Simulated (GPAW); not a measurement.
The system is Ge.

```
CELL_PARAMETERS angstrom
0.00000 2.82891 2.82891
2.82891 0.00000 2.82891
2.82891 2.82891 0.00000
ATOMIC_POSITIONS crystal
Ge 0.75000 0.75000 0.75000
Ge 0.50000 0.50000 0.50000
```

Program: GPAW 26.7.0. Alike in all runs: cell as given.

Q: Order these runs on this cell by their band gap on the k mesh, lowest first.
A. level LDA; potentials or basis the program's PAW data sets (release 1.2.1) made for this functional, pw; spin off; k mesh 7 × 7 × 7; cutoff (eV) 450; smearing fermi-dirac 0.001 eV; response ecut 80 eV; response k mesh 21 × 21 × 21; response bands 24; kernels ["RPA"]; coarser k mesh 21 × 21 × 21
B. level RPBE; potentials or basis the program's PAW data sets (release 1.2.1) made for this functional, pw; spin off; k mesh 7 × 7 × 7; cutoff (eV) 450; smearing fermi-dirac 0.001 eV; response ecut 80 eV; response k mesh 21 × 21 × 21; response bands 24; kernels ["RPA"]; coarser k mesh 21 × 21 × 21
C. level mBEEF; potentials or basis GPAW PAW data sets (gpaw-data 1.2.1), pw; spin SOC, no magnetisation; k mesh 8 × 8 × 8; cutoff (eV) 600; smearing fermi-dirac 0.05 eV

A: A (metal), B (0.20 eV), C (0.35 eV).

Caveats: the long-wavelength limit can be off by a per cent or two (some runs); the gap is small at this level, which inflates the dielectric constant (some runs); an odd mesh through Γ misses points on the zone boundary, where band edges often lie (some runs); spin-orbit coupling was added after a scalar SCF, so levels and gaps hold it while energy, forces, pressure and moments don't (some runs); this program's spin-orbit splittings come out too wide for heavy elements (some runs).

Not every run made on this cell is shown here.
